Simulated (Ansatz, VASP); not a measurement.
## Ti: VASP beside Ansatz

```
CELL_PARAMETERS angstrom
-1.30410 1.30410 2.04197
1.30410 -1.30410 2.04197
1.30410 1.30410 -2.04197
ATOMIC_POSITIONS crystal
Ti 0.00000 0.00000 0.00000
```

Alike in both runs: task single point; functional PBEsol; k mesh 22 × 22 × 22; occupations gaussian, width 0.15 eV; no spin polarisation.

```csv
,VASP,Ansatz
version,VASP 6.6.1,Ansatz 0.2.0
potentials or method,"VASP PAW PBE potentials, release 64 (Ti_sv)","scalar-relativistic, plane waves, PAW"
plane-wave cutoff (eV),520,520
valence electrons in the cell,12,12
```

|  | VASP | Ansatz | Ansatz less VASP |
| --- | --- | --- | --- |
| gap on the k mesh at the Fermi level (eV) | none | none | - |
| pressure (GPa) | 27.3 | 28.0 | +0.68 |
| largest component of the traceless stress (GPa) | 1.35 | 1.23 | -0.120 |

A gap of «none» marks a metal or a gap that the smearing closes. With one functional, cell and mesh, what is left measures potentials, basis and numerics. Ansatz warned: «pseudo_functional_mismatch».

Caveats: so large a pressure means that the cell lies far from this level's equilibrium, or that cutoff or potentials fall short (VASP); the potentials were made for another functional, which shifts forces and pressure (VASP).
